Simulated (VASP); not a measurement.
# ZnO (zincite) (P6_3mc) in VASP: notebook

One crystal, ZnO (zincite), is run at these levels: PBE0; tasks: single point.

Program: VASP 6.6.1. These are calculated values, not measurements. Logs are shortened: lines on timing, memory, paths and dates and some standing lists are left out, and cuts for length are marked.

## (1) The crystal as given

Symmetry: P6_3mc, No. 186, hexagonal system. The conventional cell has a = 3.249 Å, b = 3.249 Å, c = 5.206 Å, α = 90.00°, β = 90.00°, γ = 120.00°. Zn (site symmetry 3m) is surrounded by 4 O at 1.97 to 1.98 Å. Around O (site symmetry 3m) lie 4 Zn at 1.97 to 1.98 Å.

## (2) Single point, PBE0

POSCAR

```
ZnO
1.0
    3.2493080000      0.0000000000      0.0000000000
   -1.6246540000      2.8139832727      0.0000000000
    0.0000000000      0.0000000000      5.2057090000
Zn O
2 2
Direct
    0.6666666667      0.3333333333      0.0000000000
    0.3333333333      0.6666666667      0.5000000000
    0.3333333333      0.6666666667      0.8790100000
    0.6666666667      0.3333333333      0.3790100000
```

INCAR.step1

```
SYSTEM = ZnO
ALGO = Normal ; EDIFF = 1E-5
ENCUT = 520 ; GGA = PE
ISIF = 2 ; ISMEAR = -1
LASPH = .True. ; LREAL = .False.
LWAVE = .True. ; NBANDS = 26
NELM = 100 ; PREC = Accurate
SIGMA = 0.05
```

INCAR.step2

```
SYSTEM = ZnO
AEXX = 0.25 ; ALGO = Normal
EDIFF = 1E-7 ; ENCUT = 520
GGA = PE ; HFRCUT = -1
ISIF = 2 ; ISMEAR = -1
ISTART = 1 ; LASPH = .True.
LCHARG = .True. ; LELF = .True.
LHFCALC = .True. ; LREAL = .False.
LVHAR = .True. ; LWAVE = .False.
NBANDS = 26 ; NELM = 100
PREC = Accurate ; PRECFOCK = Normal
SIGMA = 0.05
```

KPOINTS

```
k-points
0
Gamma
  5 5 3
  0 0 0
```

Potentials or basis: VASP PAW PBE potentials, release 64 (Zn, O).

The run is started by

```sh
$ cat potpaw_PBE.64/Zn/POTCAR potpaw_PBE.64/O/POTCAR > POTCAR
$ cp INCAR.step1 INCAR
$ mpirun -np 1 vasp_std > vasp.out
$ cp INCAR.step2 INCAR
$ mpirun -np 1 vasp_std > vasp.out
```

OUTCAR:

```text
SYSTEM = ZnO
   AEXX = 0.25
   EDIFF = 1E-7
   ENCUT = 520
   GGA = PE
   ISIF = 2
   ISMEAR = -1
   ISTART = 1
   LASPH = .True.
   LHFCALC = .True.
   LREAL = .False.
   NELM = 100
   PREC = Accurate
   PRECFOCK = Normal

 ion  position               nearest neighbor table
   1  0.667  0.333  0.000-   4 1.97   3 1.98   3 1.98   3 1.98
   2  0.333  0.667  0.500-   3 1.97   4 1.98   4 1.98   4 1.98
   3  0.333  0.667  0.879-   2 1.97   1 1.98   1 1.98   1 1.98
   4  0.667  0.333  0.379-   1 1.97   2 1.98   2 1.98   2 1.98

  LATTYP: Found a hexagonal cell.
 ALAT       =     3.2493080000
 C/A-ratio  =     1.6020977390

  Lattice vectors:

 A1 = (   3.2493080000,   0.0000000000,   0.0000000000)
 A2 = (  -1.6246540000,   2.8139832727,   0.0000000000)
 A3 = (   0.0000000000,   0.0000000000,   5.2057090000)

Analysis of symmetry for initial positions (statically):
=====================================================================
 Subroutine PRICEL returns:
 Original cell was already a primitive cell.

 Routine SETGRP: Setting up the symmetry group for a
 hexagonal supercell.

 Subroutine GETGRP returns: Found 12 space group operations
 (whereof  6 operations were pure point group operations)
 out of a pool of 24 trial point group operations.

The static configuration has the point symmetry C_3v.
 The point group associated with its full space group is C_6v.

Analysis of symmetry for dynamics (positions and initial velocities):
=====================================================================
 Subroutine PRICEL returns:
 Original cell was already a primitive cell.

 Routine SETGRP: Setting up the symmetry group for a
 hexagonal supercell.

 Subroutine GETGRP returns: Found 12 space group operations
 (whereof  6 operations were pure point group operations)
 out of a pool of 24 trial point group operations.

The dynamic configuration has the point symmetry C_3v.
 The point group associated with its full space group is C_6v.

 Subroutine INISYM returns: Found 12 space group operations
 (whereof  6 operations are pure point group operations),
 and found     1 'primitive' translations

----------------------------------------------------------------------------------------

                                     Primitive cell

  volume of cell :      47.5984

  direct lattice vectors                    reciprocal lattice vectors
     3.249308000  0.000000000  0.000000000     0.307757836  0.177684070  0.000000000
    -1.624654000  2.813983273  0.000000000     0.000000000  0.355368139  0.000000000
     0.000000000  0.000000000  5.205709000     0.000000000  0.000000000  0.192096792

  length of vectors
     3.249308000  3.249308000  5.205709000     0.355368139  0.355368139  0.192096792

  position of ions in fractional coordinates (direct lattice)
     0.666666667  0.333333333  0.000000000
     0.333333333  0.666666667  0.500000000
     0.333333333  0.666666667  0.879010000
     0.666666667  0.333333333  0.379010000

  ion indices of the primitive-cell ions
   primitive index   ion index
                 1           1
                 2           2
                 3           3
                 4           4

----------------------------------------------------------------------------------------

 KPOINTS: k-points

Automatic generation of k-mesh.
 Grid dimensions read from file:
 generate k-points for:    5    5    3

 Generating k-lattice:

  Cartesian coordinates                     Fractional coordinates (reciprocal lattice)
     0.061551567  0.035536814  0.000000000     0.200000000  0.000000000  0.000000000
     0.000000000  0.071073628  0.000000000     0.000000000  0.200000000  0.000000000
     0.000000000  0.000000000  0.064032264     0.000000000  0.000000000  0.333333333

  Length of vectors
     0.071073628  0.071073628  0.064032264

  Shift w.r.t. Gamma in fractional coordinates (k-lattice)
     0.000000000  0.000000000  0.000000000

 Subroutine IBZKPT returns following result:
 ===========================================

 Found     10 irreducible k-points:

 Following reciprocal coordinates:
            Coordinates               Weight
  0.000000  0.000000  0.000000      1.000000
  0.200000 -0.000000  0.000000      6.000000
  0.400000 -0.000000  0.000000      6.000000
  0.200000  0.200000  0.000000      6.000000
  0.400000  0.200000  0.000000      6.000000
  0.000000  0.000000  0.333333      2.000000
  0.200000 -0.000000  0.333333     12.000000
  0.400000 -0.000000  0.333333     12.000000
  0.200000  0.200000  0.333333     12.000000
  0.400000  0.200000  0.333333     12.000000
   k-points           NKPTS =     10   k-points in BZ     NKDIM =     75   number of bands    NBANDS=     26
   number of dos      NEDOS =    301   number of ions     NIONS =      4
   total plane-waves  NPLWV =  23040
   dimension x,y,z NGX =    24 NGY =   24 NGZ =   40
   dimension x,y,z NGXF=    48 NGYF=   48 NGZF=   80
   ions per type =               2   2
   NGX,Y,Z   is equivalent  to a cutoff of  12.28, 12.28, 12.77 a.u.
   NGXF,Y,Z  is equivalent  to a cutoff of  24.56, 24.56, 25.55 a.u.
 SYSTEM =  ZnO
   PREC   = accura    normal or accurate (medium, high low for compatibility)
   ISTART =      1    job   : 0-new  1-cont  2-samecut
   ICHARG =      0    charge: 1-file 2-atom 10-const
   ISPIN  =      1    spin polarized calculation?
   LNONCOLLINEAR =      F non collinear calculations
   LSORBIT =      F    spin-orbit coupling
   LASPH  =      T    aspherical Exc in radial PAW
   ENCUT  =  520.0 eV  38.22 Ry    6.18 a.u.   6.04  6.04  9.68*2*pi/ulx,y,z
   NELM   =    100;   NELMIN=  2; NELMDL=  0     # of ELM steps
   EDIFF  = 0.1E-06   stopping-criterion for ELM
   LREAL  =      F    real-space projection
   EDIFFG = 0.1E-05   stopping-criterion for IOM
   NSW    =      0    number of steps for IOM
   IBRION =     -1    ionic relax: 0-MD 1-quasi-New 2-CG
   NFREE  =      0    steps in history (QN), initial steepest desc. (CG)
   ISIF   =      2    stress and relaxation
   ISYM   =      3    0-nonsym 1-usesym 2-fastsym
   POTIM  = 0.5000    time-step for ionic-motion
   TEBEG  =    0.0;   TEEND  =   0.0 temperature during run
   PSTRESS=    0.0 pullay stress
   NELECT =      36.0000    total number of electrons
   NUPDOWN=      -1.0000    fix difference up-down
   EMIN   =  10.00;   EMAX   =-10.00  energy-range for DOS
   EFERMI =   0.00;   METHOD = LEGACY
   ISMEAR =    -1;   SIGMA  =   0.05  broadening in eV -4-tet -1-fermi 0-gaus
   EFERMI_NEDOS =   21; number of points for ismear=-14 and -15
   IALGO  =     38    algorithm
   IMIX   =      1    mixing-type and parameters
     AMIX     =   0.40;   BMIX     =  1.00
     AMIX_MAG =   1.60;   BMIX_MAG =  1.00
  volume/ion in A,a.u.               =      11.90        80.30
  Fermi-wavevector in a.u.,A,eV,Ry     =   1.491574  2.818667 30.270160  2.224794
  Thomas-Fermi vector in A             =   2.604212
   LORBIT       =      0    0 simple, 1 ext, 2 COOP (PROOUT), +10 PAW based schemes
   GGA     = PE    functional components
   LHFCALC =     T    Hartree Fock is set to
   PRECFOCK=normal    Normal, Fast or Accurate (Low or Medium for compatibility)
   ENCUT4O =  -1.0   cutoff for four orbital integrals eV
   NKREDX  =     1    reduce k-point grid by
   NKREDY  =     1    reduce k-point grid by
   NKREDZ  =     1    reduce k-point grid by
   AEXX    =    0.2500 exact exchange contribution
   HFSCREEN=    0.0000 screening length (either q_TF or 0.3 A-1)
   HFSCREENC=   0.0000 screening length for correlation (either q_TF or 0.3 A-1)
   ENCUTFOCK=  -1.0 apply spherical cutoff to Coloumb kernel
   IVDW    =     0    specifies the selected vdW correction
   LEPSILON=     F    determine dielectric tensor
   LRPA    =     F    only Hartree local field effects (RPA)
 non-spin polarized calculation
  energy-cutoff  :      520.00
  volume of cell :       47.60
 maximum number of plane-waves:      1289
  NGX = 20; NGY = 20; NGZ = 30

 number of electron      36.0000017 magnetization

 Free energy of the ion-electron system (eV)
  ---------------------------------------------------
  ext. energy  EPLUGINS =         0.00000000
  ---------------------------------------------------
  free energy    TOTEN  =       -23.85614642 eV

  energy without entropy =      -23.85614642  energy(sigma->0) =      -23.85614642

 E-fermi :   0.6673     XC(G=0):  -8.5342

 val. band max:       -0.4544086623   @ k =   0.0000   0.0000   0.0000
 cond. band min:       2.7331981855   @ k =   0.0000   0.0000   0.0000
 fundamental gap:      3.1876068478
 Fermi energy:         0.6672619438

 k-point     1 :       0.0000    0.0000    0.0000
  band No.  band energies     occupation
      1     -19.9686      2.00000
      2     -19.2101      2.00000
      3      -7.1092      2.00000
      4      -7.1092      2.00000
      5      -7.0796      2.00000
      6      -6.9099      2.00000
[... 18 lines left out ...]
     25      16.7112      0.00000
     26      16.7112      0.00000

 k-point     2 :       0.2000   -0.0000    0.0000
  band No.  band energies     occupation
      1     -19.7557      2.00000
      2     -19.1238      2.00000
      3      -7.2054      2.00000
      4      -6.9994      2.00000
      5      -6.9835      2.00000
      6      -6.8531      2.00000
[... 18 lines left out ...]
     25      16.1579      0.00000
     26      16.8858      0.00000

 k-point     3 :       0.4000   -0.0000    0.0000
  band No.  band energies     occupation
      1     -19.3508      2.00000
      2     -19.0262      2.00000
      3      -7.2171      2.00000
      4      -6.8761      2.00000
      5      -6.8708      2.00000
      6      -6.4847      2.00000
[... 166 lines left out ...]
 k-point     9 :       0.2000    0.2000    0.3333
  band No.  band energies     occupation
      1     -19.3358      2.00000
      2     -19.1322      2.00000
      3      -7.1626      2.00000
      4      -7.1081      2.00000
      5      -6.8287      2.00000
      6      -6.7478      2.00000
[... 18 lines left out ...]
     25      15.0372      0.00000
     26      17.2563      0.00000

 k-point    10 :       0.4000    0.2000    0.3333
  band No.  band energies     occupation
      1     -19.1389      2.00000
      2     -19.0657      2.00000
      3      -7.1080      2.00000
      4      -6.9364      2.00000
      5      -6.8337      2.00000
      6      -6.5399      2.00000
[... 18 lines left out ...]
     25      16.1570      0.00000
     26      17.1598      0.00000

------------------------ aborting loop because EDIFF is reached ----------------------------------------

  FORCE on cell =-STRESS in cart. coord.  units (eV):
  Direction    XX          YY          ZZ          XY          YZ          ZX
  --------------------------------------------------------------------------------------
  -------------------------------------------------------------------------------------
  Total        0.3142253      0.3142253      0.7367863      0.0000000      0.0000000      0.0000000
  in kB       10.5769263     10.5769263     24.8004648      0.0000000      0.0000000      0.0000000
  external PRESSURE =      15.3181058 kB  Pullay stress =       0.0000000 kB

 VOLUME and BASIS-vectors are now :
 -----------------------------------------------------------------------------
  energy-cutoff  :      520.00
  volume of cell :       47.60
      direct lattice vectors                 reciprocal lattice vectors
     3.249308000  0.000000000  0.000000000     0.307757836  0.177684070  0.000000000
    -1.624654000  2.813983273  0.000000000     0.000000000  0.355368139  0.000000000
     0.000000000  0.000000000  5.205709000     0.000000000  0.000000000  0.192096792

 POSITION                                       TOTAL-FORCE (eV/Angst)
 -----------------------------------------------------------------------------------
      1.62465      0.93799      0.00000         0.000000      0.000000     -0.082039
     -0.00000      1.87599      2.60285        -0.000000      0.000000     -0.082039
     -0.00000      1.87599      4.57587         0.000000     -0.000000      0.082039
      1.62465      0.93799      1.97302        -0.000000      0.000000      0.082039
 -----------------------------------------------------------------------------------
    total drift:                               -0.000000     -0.000000     -0.000291

  FREE ENERGIE OF THE ION-ELECTRON SYSTEM (eV)
  ---------------------------------------------------
  free  energy   TOTEN  =       -23.8561464229 eV

  energy  without entropy=      -23.8561464228  energy(sigma->0) =      -23.85614642
```

Wall time 25 min (1 thread of Intel Xeon 6975P-C (Granite Rapids), shared host); peak memory 0.17 GiB.

Results:

| Property | Result |
| --- | --- |
| Free energy | -23.8561 eV |
| Pressure | 1.5 GPa |
| Largest force | 0.082 eV/Å |
| Band gap on the k mesh | 3.19 eV, direct |

Forces on the atoms (eV/Å):
```
Zn   0.000  0.000 -0.082
Zn   0.000  0.000 -0.082
O    0.000  0.000  0.082
O    0.000  0.000  0.082
```

Levels at points of the mesh, in eV from the valence-band top:
```csv
k point,band 15,band 16,band 17,band 18,band 19,band 20,band 21,band 22
"(0.00, 0.00, 0.00)",-0.88,-0.06,0.00,0.00,3.19,7.94,11.11,15.74
```

Caveat: the k mesh is coarse (spacing up to 0.45 Å⁻¹), so the values aren't converged, least of all with exact exchange; the PAW data sets were made with another functional, which shifts forces and pressure a little.

## (3) Single point, PBE0

POSCAR

```
ZnO
1.0
    3.2485645958      0.0000000000      0.0000000000
   -1.6242822979      2.8133394658      0.0000000000
    0.0000000000      0.0000000000      5.2179961883
Zn O
2 2
Direct
    0.6666666667      0.3333333333     -0.0007819414
    0.3333333333      0.6666666667      0.4992180586
    0.3333333333      0.6666666667      0.8797919414
    0.6666666667      0.3333333333      0.3797919414
```

INCAR.step1

```
SYSTEM = ZnO
PREC = Accurate
ENCUT = 520
EDIFF = 1E-5
ISMEAR = -1
SIGMA = 0.05
LREAL = .FALSE.
LASPH = .TRUE.
NELM = 100
ALGO = Normal
ISIF = 2
LWAVE = .TRUE.
LCHARG = .FALSE.
GGA = PE
NBANDS = 26
```

INCAR.step2

```
SYSTEM = ZnO
PREC = Accurate
ENCUT = 520
EDIFF = 1E-7
ISMEAR = -1
SIGMA = 0.05
LREAL = .FALSE.
LASPH = .TRUE.
NELM = 100
ALGO = Normal
ISIF = 2
LWAVE = .FALSE.
LCHARG = .FALSE.
GGA = PE
LHFCALC = .TRUE.
AEXX = 0.25
PRECFOCK = Normal
HFRCUT = -1
ISTART = 1
NBANDS = 26
```

KPOINTS

```
regular mesh
0
G
  5 5 3
  0 0 0
```

Potentials or basis: VASP PAW PBE potentials, release 64 (Zn, O).

The run is started by

```sh
$ cat potpaw_PBE.64/Zn/POTCAR potpaw_PBE.64/O/POTCAR > POTCAR
$ cp INCAR.step1 INCAR
$ mpirun -np 1 vasp_std > vasp.out
$ cp INCAR.step2 INCAR
$ mpirun -np 1 vasp_std > vasp.out
```

Run time: 38 min. Hardware: 1 thread of Intel Xeon Platinum 8488C (Sapphire Rapids), shared host; peak memory 0.18 GiB.

The run converged. Its results:

* Free energy: -23.8581 eV
* Pressure: 1.2 GPa
* Band gap on the k mesh: 3.18 eV, direct

Levels at points of the mesh, in eV from the valence-band top:
```csv
k point,band 14,band 15,band 16,band 17,band 18,band 19,band 20,band 21,band 22,band 23
"(0.00, 0.00, 0.00)",-0.86,-0.86,-0.07,0.00,0.00,3.18,7.93,11.06,15.74,15.74
```

Caveat: the k mesh is coarse (spacing up to 0.45 Å⁻¹), so the values aren't converged, least of all with exact exchange; the PAW data sets were made with another functional, which shifts forces and pressure a little.
